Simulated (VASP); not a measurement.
Set up this calculation in VASP 6.6.1, as the native input.

- Task: single point
- Functional: PBEsol
- Potentials or basis: VASP PAW PBE potentials, release 64 (Mg, O)
- Cutoff: 520 eV
- k mesh: 11 × 11 × 11
- Occupations: fermi-dirac, width 0.05 eV
- Spin: no spin polarisation
- Ladder: free
- Further INCAR settings: ALGO = Normal; EDIFF = 1e-07; NBANDS = 11

The structure of MgO lies in POSCAR:

```
MgO
1.0
    0.0000000000      2.0970013927      2.0970013927
    2.0970013927      0.0000000000      2.0970013927
    2.0970013927      2.0970013927      0.0000000000
Mg O
1 1
Direct
    0.0000000000      0.0000000000      0.0000000000
    0.5000000000      0.5000000000      0.5000000000
```

The cell is a database's computed one.

One way to write it, as run:

INCAR

```
SYSTEM = MgO
PREC = Accurate
ENCUT = 520
EDIFF = 1E-7
ISMEAR = -1
SIGMA = 0.05
LREAL = .False.
LASPH = .True.
NELM = 80
ALGO = Normal
ISIF = 2
LWAVE = .False.
LCHARG = .True.
GGA = PS
LELF = .True.
LVHAR = .True.
NBANDS = 11
```

KPOINTS

```
Automatic mesh
0
Gamma
  11 11 11
  0 0 0
```

Potentials or basis: VASP PAW PBE potentials, release 64 (Mg, O).

Command:

```sh
$ cat potpaw_PBE.64/Mg/POTCAR potpaw_PBE.64/O/POTCAR > POTCAR
$ mpirun -np 1 vasp_std > vasp.out
```

Results of the run:

```yaml
Pressure: 1.9 GPa
Band_gap_on_the_k_mesh: 4.76 eV, direct
```

Caveat: the PAW data sets were made with another functional, which shifts forces and pressure a little.

Wall time 8.1 s on 1 thread of Intel(R) Xeon(R) Platinum 8488C (Sapphire Rapids), with other jobs on the host, peak memory 0.14 GiB.
